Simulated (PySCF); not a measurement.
Species: C₅H₅N.
Structure used (PBE0-D3(BJ)/def2-SVP), in Å, numbered top down from 1:
```xyz
11
C5H5N angstrom
C     -0.3999    1.1240    0.0235
C     -1.1371    0.0936    0.6016
C     -0.6228   -1.2022    0.5451
N      0.5369   -1.5080   -0.0310
C      1.2347   -0.5173   -0.5806
C      0.8145    0.8131   -0.5830
H     -0.7664    2.1535    0.0450
H     -2.0952    0.2862    1.0892
H     -1.1795   -2.0343    0.9922
H      2.1857   -0.7939   -1.0510
H      1.4291    1.5853   -1.0510
```

NICS = −σ at a ghost point: NICS(0) at the centroid of the ring atoms, NICS(1) 1 Å to either side along the normal of their mean plane, zz for the tensor component along that normal. Level: GIAO PBE0/pcSseg-1 (PySCF, non-relativistic, gas phase) on the PBE0-D3(BJ)/def2-SVP geometry, one conformer.

Ring bond lengths (Å), with Mayer bond orders in brackets: C1–C2 1.393 (1.42), C2–C3 1.395 (1.40), C3–N4 1.331 (1.47), N4–C5 1.331 (1.47), C5–C6 1.395 (1.40), C6–C1 1.393 (1.42).

Q: Give the NICS values of each ring in ppm.

A: 
```
             ring                                               type  NICS(0)  NICS(1), two faces  NICS(1)zz, two faces  rms pucker (Å)  centre to ring atoms, mean (Å)
C1–C2–C3–N4–C5–C6  6-membered ring with N; formal bonds all aromatic     -7.4       -11.3 / -11.3         -29.0 / -29.0            0.00                            1.37
```

Q: What do they say, and how far can they be read as aromaticity?

A: 
- C1–C2–C3–N4–C5–C6: mean NICS(1)zz -29.0 ppm, shielded. For a flat ring without four-coordinate atoms the NICS criterion counts such a value as aromatic.

Q: And the bond-length index? HOMA = 1 − mean of α(R − Ropt)² over the ring bonds, with Krygowski's 1993 parameters (CC: Ropt 1.388 Å, α 257.7 Å⁻²; CN: Ropt 1.334 Å, α 93.52 Å⁻²).

A: 
- C1–C2–C3–N4–C5–C6: HOMA 0.99; the largest term is that of C5–C6, α(R − Ropt)² = 0.01. The geometric and the magnetic index point the same way.
